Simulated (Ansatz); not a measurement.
A run of Ansatz 0.2.0 is set up as follows.

input.yaml

```yaml
crystal:
  lattice:
    - [-2.9401404553, 2.9401404553, 1.5993019889]
    - [2.9401404553, -2.9401404553, 1.5993019889]
    - [2.9401404553, 2.9401404553, -1.5993019889]
  atoms:
    - { symbol: Sn, position: [0.0, 0.0, 0.0] }
    - { symbol: Sn, position: [0.75, 0.25, 0.5] }
hamiltonian:
  xc: pbesol
  pseudopotentials: { kind: paw }
  dispersion: d4
kpoints:
  mp_grid: { grid: [9, 9, 9] }
scf:
  occupations: { method: fermi_dirac, width: 0.05 }
output:
  forces: true
  stress: true
relax:
  f_tol: 0.01
  max_steps: 40
  cell: { stress_tol: 0.05 }
```

Potentials or basis: Ansatz PAW.

Launch:

```sh
$ ansatz run input.yaml --threads 2 --pin off --max-ram 5632MiB --backend cpu --events-out ev --progress --plain --runs-dir out
```

Question: Predict the space group after relaxing (to 0.05 Å).

Answer: I4_1/amd (No. 141).

Question: What does it give for the relaxed cell?

Answer: a = 4.383 Å, b = 4.383 Å, c = 4.383 Å, α = 97.30°, β = 97.30°, γ = 138.22°.

Final structure:
```xyz
2
Lattice="-2.8953 2.8953 1.5627 2.8953 -2.8953 1.5627 2.8953 2.8953 -1.5627" Properties=species:S:1:pos:R:3 pbc="T T T"
Sn    0.0000    0.0000    0.0000
Sn    0.0000    2.8953    0.7814
```
